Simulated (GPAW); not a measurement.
# A GW chain in GPAW: BN (P6_3/mmc)

How does a plane-wave GW calculation on BN (P6_3/mmc) run from the first input to the gap?

Main program and level: GPAW 26.7.0; PBE and many-body steps on it, plane waves.

The database entry behind the starting cell differs from later determinations by our own check (about 0.3 % short, minor phase), so it need not match the best structure at ambient conditions.

## 1. Set-up

Symmetry: P6_3/mmc, No. 194, hexagonal system. The conventional cell has a = 2.498 Å, b = 2.498 Å, c = 6.636 Å, α = 90.00°, β = 90.00°, γ = 120.00°. Nearest to B lie 3 N at 1.44 Å. N has 3 B at 1.44 Å nearest. Farther neighbours and most contacts between anions are not listed.

The cell and positions come from the Crystallography Open Database and are kept as given unless a step says otherwise.

## 2. Ground state

This step: GPAW 26.7.0; DFT, PBE, plane waves, PAW.

The ground-state density comes first.

The input, run.py:

```python
import json
import numpy as np
from gpaw.mpi import world
from ase import Atoms
from gpaw import GPAW, PW, FermiDirac

atoms = Atoms(['B', 'B', 'N', 'N'],
    cell=[[2.4982400000, 0.0000000000, 0.0000000000],
      [-1.2491200000, 2.1635393048, 0.0000000000],
      [0.0000000000, 0.0000000000, 6.6357000000]],
    scaled_positions=[[0.3333333333, 0.6666666667, 0.2500000000],
      [0.6666666667, 0.3333333333, 0.7500000000],
      [0.3333333333, 0.6666666667, 0.7500000000],
      [0.6666666667, 0.3333333333, 0.2500000000]],
    pbc=(True, True, True))
calc = GPAW(mode=PW(600),
    xc='PBE',
    kpts={'size': (9, 9, 4), 'gamma': True},
    occupations=FermiDirac(0.001),
    nbands=-8,
    convergence={'density': 1e-6, 'bands': -3},
    maxiter=100,
    txt='gs.txt')
atoms.calc = calc
res = {'energy': atoms.get_potential_energy()}
kpts = calc.get_ibz_k_points()
res['kpts'] = kpts
res['eigenvalues'] = [calc.get_eigenvalues(kpt=k) for k in range(len(kpts))]
res['n_electrons'] = calc.get_number_of_electrons()
calc.write('gs.gpw')

if world.rank == 0:
    with open('result.json', 'w') as f:
        json.dump(res, f, default=lambda x: x.tolist())
```

Launch:

```bash
mpirun -n 8 gpaw python run.py
```

What it wrote:

```text
__  _  _
 | _ |_)|_||  |
 |__||  | ||/\| - 26.7.0

Input parameters:
  mode=PW(ecut=600.0),
  convergence={'density': 1e-06, 'bands': -3},
  kpts=MonkhorstPack(size=(9, 9, 4), gamma=True),
  maxiter=100,
  nbands=-8,
  occupations=Occupations(name='fermi-dirac', width=0.001, fixmagmom=False),
  xc=XC(name='PBE')
  [... matrices ...]
Diagonalizing LCAO Hamiltonian
Converting LCAO to pw mode

        N B

        B N

Atoms  # Å, Bohr magnetons
|   | symbol |         x |        y |        z |    initial magnetic moments |
| 0 |      B | -0.000000 | 1.442360 | 1.658925 | ( 0.0000,  0.0000,  0.0000) |
| 1 |      B |  1.249120 | 0.721180 | 4.976775 | ( 0.0000,  0.0000,  0.0000) |
| 2 |      N | -0.000000 | 1.442360 | 4.976775 | ( 0.0000,  0.0000,  0.0000) |
| 3 |      N |  1.249120 | 0.721180 | 1.658925 | ( 0.0000,  0.0000,  0.0000) |

Unit cell  # Å
| periodic |         x |        y |        z |  lengths |     angles |
|      yes |  2.498240 | 0.000000 | 0.000000 | 2.498240 |  90.000000 |
|      yes | -1.249120 | 2.163539 | 0.000000 | 2.498240 |  90.000000 |
|      yes |  0.000000 | 0.000000 | 6.635700 | 6.635700 | 120.000000 |

Number of symmetries: 12
Symmetry operations  # r_c * U_cc + t_c -> r_c
|    | kind |            matrix            |
|  0 |  σ   |  1, 1, 0,  0,-1, 0,  0, 0, 1 |
|  1 |  S6  |  1, 1, 0, -1, 0, 0,  0, 0,-1 |
|  2 |  E   |  1, 0, 0,  0, 1, 0,  0, 0, 1 |
|  3 |  C2  |  1, 0, 0, -1,-1, 0,  0, 0,-1 |
|  4 |  C2  |  0, 1, 0,  1, 0, 0,  0, 0,-1 |
|  5 |  C3  |  0, 1, 0, -1,-1, 0,  0, 0, 1 |
|  6 |  S6  |  0,-1, 0,  1, 1, 0,  0, 0,-1 |
|  7 |  σ   |  0,-1, 0, -1, 0, 0,  0, 0, 1 |
|  8 |  σ   | -1, 0, 0,  1, 1, 0,  0, 0, 1 |
|  9 |  i   | -1, 0, 0,  0,-1, 0,  0, 0,-1 |
| 10 |  C3  | -1,-1, 0,  1, 0, 0,  0, 0, 1 |
| 11 |  C2  | -1,-1, 0,  0, 1, 0,  0, 0,-1 |

BZ-sampling:
  Number of BZ points: 324
  Number of IBZ points: 43

  Monkhorst-Pack size: [9, 9, 4]
  Monkhorst-Pack shift: [0.0, 0.0, 0.125]

K-points  # in reciprocal-cell coordinates
|     |                                coordinates |     weight |
|   0 | (  0.00000000,   0.00000000,   0.00000000) | 0.00308642 |
|   1 | (  0.00000000,   0.00000000,   0.25000000) | 0.00617284 |
|   2 | (  0.00000000,   0.00000000,   0.50000000) | 0.00308642 |
|   3 | (  0.11111111,   0.00000000,  -0.25000000) | 0.01851852 |
|   4 | (  0.11111111,   0.00000000,   0.00000000) | 0.01851852 |
|   5 | (  0.11111111,   0.00000000,   0.25000000) | 0.01851852 |
|   6 | (  0.11111111,   0.00000000,   0.50000000) | 0.01851852 |
|   7 | (  0.22222222,  -0.11111111,   0.00000000) | 0.01851852 |
|   8 | (  0.22222222,  -0.11111111,   0.25000000) | 0.03703704 |
|   9 | (  0.22222222,  -0.11111111,   0.50000000) | 0.01851852 |
| ... |                                            |            |
|  42 | (  0.44444444,   0.44444444,   0.50000000) | 0.01851852 |

Plane wave coefficients: 1224
Cutoff: 600.0 eV

Spin-components: 1 (collinear spins)
Bands:           16
Projectors:      20
Spin-degeneracy: 2
Datatype:        complex128

  Storage: CPU
  Wave functions: 12_846_336 bytes (1_605_792 per core)
  Projectors: 18_466_608 bytes (2_308_326 per core)
  [... matrices ...]
Parallelization:
  kpt:    8
  domain: 1
  band:   1

Density:
  Valence electrons: 16.0
  Components: 1
  Grid points: [15 15 40]
  Charge: 0.0  # |e|

Potential:
  Grid points: [15 15 40]

species:
  B:
    name:    Boron
    Z:       5.0
    valence: 3
    core:    2
    charge:  0.0  # [|e|]
    compensation charges:
      type: gauss
      rc: 0.20  # [Å]
      lmax: 2
    cutoffs:
      filter: 1.14  # [Å]
      core: 1.38  # [Å]
    projectors
    | kind |    occ | energy [eV] | rcut [Å] |
    |   2s |  2.000 |      -9.443 |    0.635 |
    |   2p |  1.000 |      -3.606 |    0.635 |
    |    s |        |      17.768 |    0.635 |
    |    p |        |      23.605 |    0.635 |
    |    d |        |       0.000 |    0.635 |

    Using partial waves for B as LCAO basis

  N:
    name:    Nitrogen
    Z:       7.0
    valence: 5
    core:    2
    charge:  0.0  # [|e|]
    compensation charges:
      type: gauss
      rc: 0.18  # [Å]
      lmax: 2
    cutoffs:
      filter: 1.11  # [Å]
      core: 0.96  # [Å]
    projectors
    | kind |    occ | energy [eV] | rcut [Å] |
    |   2s |  2.000 |     -18.583 |    0.603 |
    |   2p |  3.000 |      -7.089 |    0.529 |
    |    s |        |       8.629 |    0.603 |
    |    p |        |      20.123 |    0.529 |
    |    d |        |       0.000 |    0.577 |

    Using partial waves for N as LCAO basis

Reference energy: -4302.422143  # eV

eigensolver:
  PPCG
  Converge bands: -3
  niter=2

density mixing:
  MSR1-Mixer
  Pratt-step length: 0.05
  Maximum mixing coefficient: 0.75
  Old densities: 10
  SVD Regularization: 0.005
  Good broyden scale: 1.0
  Trust region scale: 1.0
  Backstep threshold: 4.0
  History deletion threshold: 6.0
  Fourier metric: weight=20.0, sigma=0.015

occupation numbers:
  Fermi-Dirac:
    width: 0.0010  # eV

poisson solver:
  ecut: 4800.0  # eV

xc functional:
  name: PBE with 2 nearest neighbor stencil

Initialization done in: 1.355 s

convergence criteria:
- Maximum integral of absolute [dens]ity change: 1e-06 electrons / valence electron
- Maximum [total energy] change in last 3 cyles: 0.0005 eV / valence electron
- Maximum integral of absolute [eigenst]ate change: 4e-08 eV^2 / valence electron
maximum number of iterations: 100

SCF iterations
|iter     |     time |      energy | eigst |  dens |
|iter:   1|  |  -37.958324 | +1.19 |       |
|iter:   2|  |  -37.340156 | -0.43 | -0.65 |
|iter:   3|  |  -34.933383 | -0.17 | -0.69 |
|iter:   4|  |  -34.887424 | -1.68 | -1.32 |
|iter:   5|  |  -34.886113 | -1.90 | -1.70 |
|iter:   6|  |  -34.886531c| -3.66 | -2.31 |
|iter:   7|  |  -34.886536c| -5.01 | -3.34 |
|iter:   8|  |  -34.886537c| -6.29 | -3.96 |
|iter:   9|  |  -34.886537c| -7.08 | -4.91 |
|iter:  10|  |  -34.886537c| -7.70c| -5.70 |
|iter:  11|  |  -34.886537c| -8.27c| -6.30c|

Converged in 11 steps
SCF loop duration: 1.133 s (0.103 s/step)
Energy contributions relative to reference atoms: (reference = -4302.422143)
  [... matrices ...]
Energy contributions:
  Kinetic:          34.602600
  Coulomb:         -34.246133
  Zero:             -0.004518
  External:          0.000000
  Xc:              -35.238486
  Entropy:          -0.000000
  Spinorbit:         0.000000
  ----------------------------
  Free energy:     -34.886537
  Extrapolated:    -34.886537

dipole moment: (0.000000, 0.000000, 0.000001)  # |e|*Ang

Fermi level: 4.927
Eigenvalues  # (at kpt = [0.000, 0.000, 0.000])
| band index |      eig [eV] | occ [0-2] |
|          0 |       -13.780 |     2.000 |
|          1 |       -13.486 |     2.000 |
|          2 |        -2.175 |     2.000 |
|          3 |        -0.043 |     2.000 |
|          4 |         2.764 |     2.000 |
|          5 |         2.764 |     2.000 |
|          6 |         2.803 |     2.000 |
|          7 |         2.803 |     2.000 |
|          8 |         9.341 |     0.000 |
|          9 |        14.441 |     0.000 |
|         10 |        15.702 |     0.000 |
|         11 |        15.702 |     0.000 |
|         12 |        15.825 |     0.000 |
|         13 |        15.826 |     0.000 |
|         14 |        16.418 |     0.000 |
|         15 |        17.203 |     0.000 |

Gap: 4.401 eV
Transition (v -> c):
  (s=0, k=24, n=7, [0.33, 0.33, 0.50]) -> (s=0, k=40, n=8, [0.44, 0.44, 0.00])
Direct/indirect transitions are different
Direct gap: 4.654 eV
Transition at: (s=0, k=24, n=7, [0.33, 0.33, 0.50])
# Writing to gs.gpw (mode='')
  [... matrices ...]
```

Elapsed: 4 s, on 8 MPI ranks of Intel Xeon 6975P-C (Granite Rapids), shared host; peak memory 1.2 GiB; 30 s of CPU time.

Numbers from this step:

| Quantity | Value |
| --- | --- |
| total energy | -34.89 eV |
| gap | 4.401 eV |
| k of the valence top | 0.3333, 0.3333, 0.5 |
| k of the conduction bottom | 0.4444, 0.4444, 0 |
| least direct gap | 4.654 eV |

The gap is indirect, with the least direct gap 0.25 eV higher.

## 3. Bands along the symmetry lines

Levels along a band path, at the cheap level, show where the edges lie and whether the meshes to come will hold them.

The input, run.py:

```python
import json
import numpy as np
from gpaw.mpi import world
from gpaw import GPAW

path = [[0.000000, 0.000000, 0.000000],
    [0.062500, 0.000000, 0.000000],
    [0.125000, 0.000000, 0.000000],
    [0.187500, 0.000000, 0.000000],
    [0.250000, 0.000000, 0.000000],
    [0.312500, 0.000000, 0.000000],
    [0.375000, 0.000000, 0.000000],
    [0.437500, 0.000000, 0.000000],
    [0.500000, 0.000000, 0.000000],
    [0.479167, 0.041667, 0.000000],
    [0.458333, 0.083333, 0.000000],
    [0.437500, 0.125000, 0.000000],
    [0.416667, 0.166667, 0.000000],
    [0.395833, 0.208333, 0.000000],
    [0.375000, 0.250000, 0.000000],
    [0.354167, 0.291667, 0.000000],
    [0.333333, 0.333333, 0.000000],
    [0.291667, 0.291667, 0.000000],
    [0.250000, 0.250000, 0.000000],
    [0.208333, 0.208333, 0.000000],
    [0.166667, 0.166667, 0.000000],
    [0.125000, 0.125000, 0.000000],
    [0.083333, 0.083333, 0.000000],
    [0.041667, 0.041667, 0.000000],
    [0.000000, 0.000000, 0.000000],
    [0.000000, 0.000000, 0.062500],
    [0.000000, 0.000000, 0.125000],
    [0.000000, 0.000000, 0.187500],
    [0.000000, 0.000000, 0.250000],
    [0.000000, 0.000000, 0.312500],
    [0.000000, 0.000000, 0.375000],
    [0.000000, 0.000000, 0.437500],
    [0.000000, 0.000000, 0.500000],
    [0.062500, 0.000000, 0.500000],
    [0.125000, 0.000000, 0.500000],
    [0.187500, 0.000000, 0.500000],
    [0.250000, 0.000000, 0.500000],
    [0.312500, 0.000000, 0.500000],
    [0.375000, 0.000000, 0.500000],
    [0.437500, 0.000000, 0.500000],
    [0.500000, 0.000000, 0.500000],
    [0.479167, 0.041667, 0.500000],
    [0.458333, 0.083333, 0.500000],
    [0.437500, 0.125000, 0.500000],
    [0.416667, 0.166667, 0.500000],
    [0.395833, 0.208333, 0.500000],
    [0.375000, 0.250000, 0.500000],
    [0.354167, 0.291667, 0.500000],
    [0.333333, 0.333333, 0.500000],
    [0.291667, 0.291667, 0.500000],
    [0.250000, 0.250000, 0.500000],
    [0.208333, 0.208333, 0.500000],
    [0.166667, 0.166667, 0.500000],
    [0.125000, 0.125000, 0.500000],
    [0.083333, 0.083333, 0.500000],
    [0.041667, 0.041667, 0.500000],
    [0.000000, 0.000000, 0.500000],
    [0.500000, 0.000000, 0.500000],
    [0.500000, 0.000000, 0.437500],
    [0.500000, 0.000000, 0.375000],
    [0.500000, 0.000000, 0.312500],
    [0.500000, 0.000000, 0.250000],
    [0.500000, 0.000000, 0.187500],
    [0.500000, 0.000000, 0.125000],
    [0.500000, 0.000000, 0.062500],
    [0.500000, 0.000000, 0.000000],
    [0.333333, 0.333333, 0.500000],
    [0.333333, 0.333333, 0.437500],
    [0.333333, 0.333333, 0.375000],
    [0.333333, 0.333333, 0.312500],
    [0.333333, 0.333333, 0.250000],
    [0.333333, 0.333333, 0.187500],
    [0.333333, 0.333333, 0.125000],
    [0.333333, 0.333333, 0.062500],
    [0.333333, 0.333333, 0.000000]]
calc = GPAW('gs.gpw').fixed_density(kpts=path,
    symmetry='off',
    nbands=18,
    convergence={'bands': 14},
    txt='bands.txt')
res = {}
kpts = calc.get_ibz_k_points()
res['kpts'] = kpts
res['eigenvalues'] = [calc.get_eigenvalues(kpt=k) for k in range(len(kpts))]
res['n_electrons'] = calc.get_number_of_electrons()

if world.rank == 0:
    with open('result.json', 'w') as f:
        json.dump(res, f, default=lambda x: x.tolist())
```

Launch:

```bash
mpirun -n 8 gpaw python run.py
```

What it wrote:

```text
Diagonalizing LCAO Hamiltonian
Converting LCAO to pw mode
convergence criteria:
- Maximum integral of absolute [eigenst]ate change: 4e-08 eV^2 / valence electron
maximum number of iterations: 100

SCF iterations
|iter     |     time |      energy | eigst |  dens |
|iter:   1|  |             | +1.54 |       |
|iter:   2|  |             | +0.36 |       |
|iter:   3|  |             | -0.26 |       |
[...]
|iter:   8|  |             | -6.05 |       |
|iter:   9|  |             | -6.84 |       |
|iter:  10|  |             | -7.70c|       |
SCF steps: 10
  __  _  _
 | _ |_)|_||  |
 |__||  | ||/\| - 26.7.0

Input parameters:
  mode=PW(ecut=600.0),
  convergence={'bands': 14},
  gpts=array([15, 15, 40]),
  kpts=KPoints(kpts=array([[0.      , 0.      , 0.      ],
         [0.0625  , 0.      , 0.      ],
         [0.125   , 0.      , 0.      ],
         [0.1875  , 0.      , 0.      ],
[...]
[0.479167, 0.041667, 0.      ],
         [0.458333, 0.083333, 0.      ],
[...]
[0.416667, 0.166667, 0.      ],
[...]
[0.5     , 0.      , 0.0625  ],
         [0.5     , 0.      , 0.      ],
[...]
[0.333333, 0.333333, 0.125   ],
         [0.333333, 0.333333, 0.0625  ],
         [0.333333, 0.333333, 0.      ]])),
  maxiter=100,
  nbands=18,
  occupations=Occupations(name='fermi-dirac', width=0.001, fixmagmom=False),
  parallel={},
  symmetry=Symmetry(point_group=False, time_reversal=False),
  xc=XC(name='PBE')
  [... matrices ...]
timing:  # [seconds]
  Total: 0.021  # ━━━━━━━━━━━━━━━━━━━━━━━━━━━━━━━━━━━━━━━━━━━━━━━━━━━━━━━━━━━
```

The job ended after 4.1 s (8 MPI ranks; peak memory 1.3 GiB).

Numbers from this step:

```
gap                        : 4.256 eV
k of the valence top       : 0.3542, 0.2917, 0
k of the conduction bottom : 0.5, 0, 0
least direct gap           : 4.654 eV
```

The gap is 4.256 eV, −0.144 eV from the run before at this level.

Electronic bands along the path, in eV, zero at the top of the highest filled band; v1 is the highest filled band, c1 the lowest empty one:

| point | v4 | v3 | v2 | v1 | c1 | c2 | c3 | c4 |
| --- | --- | --- | --- | --- | --- | --- | --- | --- |
| Γ | -1.34 | -1.34 | -1.30 | -1.30 | 5.23 | 10.33 | 11.59 | 11.59 |
| halfway | -4.64 | -2.98 | -2.92 | -2.70 | 7.08 | 8.82 | 9.35 | 10.62 |
| M | -4.18 | -4.11 | -1.48 | -0.46 | 4.26 | 5.63 | 9.57 | 10.00 |
| halfway | -5.54 | -5.47 | -1.04 | -0.20 | 4.50 | 5.46 | 11.28 | 12.06 |
| K | -7.18 | -7.18 | -0.10 | -0.10 | 4.85 | 4.85 | 10.77 | 13.27 |
| halfway | -4.11 | -3.96 | -3.90 | -2.25 | 7.76 | 8.43 | 8.46 | 12.26 |
| Γ | -1.34 | -1.34 | -1.30 | -1.30 | 5.23 | 10.33 | 11.59 | 11.59 |
| halfway | -1.34 | -1.34 | -1.31 | -1.31 | 5.94 | 9.43 | 11.61 | 11.61 |
| A | -1.32 | -1.32 | -1.32 | -1.32 | 7.62 | 7.62 | 11.66 | 11.66 |
| halfway | -3.75 | -3.75 | -2.96 | -2.96 | 8.21 | 8.21 | 10.34 | 10.34 |
| L | -4.14 | -4.14 | -0.95 | -0.95 | 4.72 | 4.72 | 9.96 | 9.96 |
| halfway | -5.50 | -5.50 | -0.57 | -0.57 | 4.78 | 4.78 | 11.97 | 11.97 |
| H | -7.19 | -7.19 | -0.03 | -0.03 | 4.63 | 4.63 | 12.01 | 12.01 |
| halfway | -3.94 | -3.94 | -3.25 | -3.25 | 7.99 | 7.99 | 10.88 | 10.88 |
| A | -1.32 | -1.32 | -1.32 | -1.32 | 7.62 | 7.62 | 11.66 | 11.66 |
| jump to L | -4.14 | -4.14 | -0.95 | -0.95 | 4.72 | 4.72 | 9.96 | 9.96 |
| halfway | -4.17 | -4.12 | -1.32 | -0.59 | 4.35 | 5.32 | 9.74 | 10.01 |
| M | -4.18 | -4.11 | -1.48 | -0.46 | 4.26 | 5.63 | 9.57 | 10.00 |
| jump to H | -7.19 | -7.19 | -0.03 | -0.03 | 4.63 | 4.63 | 12.01 | 12.01 |
| halfway | -7.19 | -7.19 | -0.07 | -0.07 | 4.74 | 4.74 | 11.10 | 13.28 |
| K | -7.18 | -7.18 | -0.10 | -0.10 | 4.85 | 4.85 | 10.77 | 13.27 |

## 4. Empty states on the mesh, 6×6×4 mesh, 433 bands

The sums over transitions need many empty states on a uniform mesh; this step solves for them.

The input, run.py:

```python
import json
import numpy as np
from gpaw.mpi import world
from gpaw import GPAW

calc = GPAW('gs.gpw').fixed_density(kpts={'size': (6, 6, 4), 'gamma': True},
    parallel={'domain': 1, 'band': 1},
    txt='nscf.txt')
calc.diagonalize_full_hamiltonian(nbands=433)
calc.write('full.gpw', mode='all')
res = {}
kpts = calc.get_ibz_k_points()
res['kpts'] = kpts
res['eigenvalues'] = [calc.get_eigenvalues(kpt=k) for k in range(len(kpts))]
res['n_electrons'] = calc.get_number_of_electrons()

if world.rank == 0:
    with open('result.json', 'w') as f:
        json.dump(res, f, default=lambda x: x.tolist())
```

Launch:

```bash
mpirun -n 8 gpaw python run.py
```

What it wrote:

```text
Diagonalizing LCAO Hamiltonian
Converting LCAO to pw mode
convergence criteria:
- Maximum integral of absolute [eigenst]ate change: 4e-08 eV^2 / valence electron
maximum number of iterations: 100

SCF iterations
|iter     |     time |      energy | eigst |  dens |
|iter:   1|  |             | +1.30 |       |
|iter:   2|  |             | -0.12 |       |
|iter:   3|  |             | -1.07 |       |
[...]
|iter:   8|  |             | -4.52 |       |
|iter:   9|  |             | -6.78 |       |
|iter:  10|  |             | -7.74c|       |
SCF steps: 10
  __  _  _
 | _ |_)|_||  |
 |__||  | ||/\| - 26.7.0

Input parameters:
  mode=PW(ecut=600.0),
  convergence={'density': 1e-06, 'bands': -3},
  gpts=array([15, 15, 40]),
  kpts=MonkhorstPack(size=(6, 6, 4), gamma=True),
  maxiter=100,
  nbands=16,
  occupations=Occupations(name='fermi-dirac', width=0.001, fixmagmom=False),
  parallel={'domain': 1, 'band': 1},
  xc=XC(name='PBE')
Matrix size: 1167x1167
# Writing to full.gpw (mode='all')
  [... matrices ...]

timing:  # [seconds]
  Total: 3.286  # ━━━━━━━━━━━━━━━━━━━━━━━━━━━━━━━━━━━━━━━━━━━━━━━━━━━━━━━━━━━
```

It took 6.5 s on 8 MPI ranks; peak memory 2.4 GiB.

This step gave:

```yaml
gap: 4.281 eV
k_of_the_valence_top: 0.3333, 0.3333, 0.5
k_of_the_conduction_bottom: 0.5, 0.5, 0
least_direct_gap: 4.654 eV
k_points_computed: 24
lowest_point_of_the_top_converged_band_above_the_valence_top: 284.8314 eV
```

On this mesh the gap is 4.281 eV.

[end of part 1 of 2]

[Paths, hosts, dates, memory and timing lines, banners, echoed tables and standing remarks are left out of the program output.]

[Logs are printed without paths, hosts, clocks, repeated set-up lines and the standing remarks that a program may print on its own settings, such as how far it seeks lower states.]

[Runs of the session that timed out or met a known fault of the program may be left out.]

[Hosts, paths, dates, database ids (printed as entryN), source tags and the programs' standing remarks are cut or masked in the printed files.]
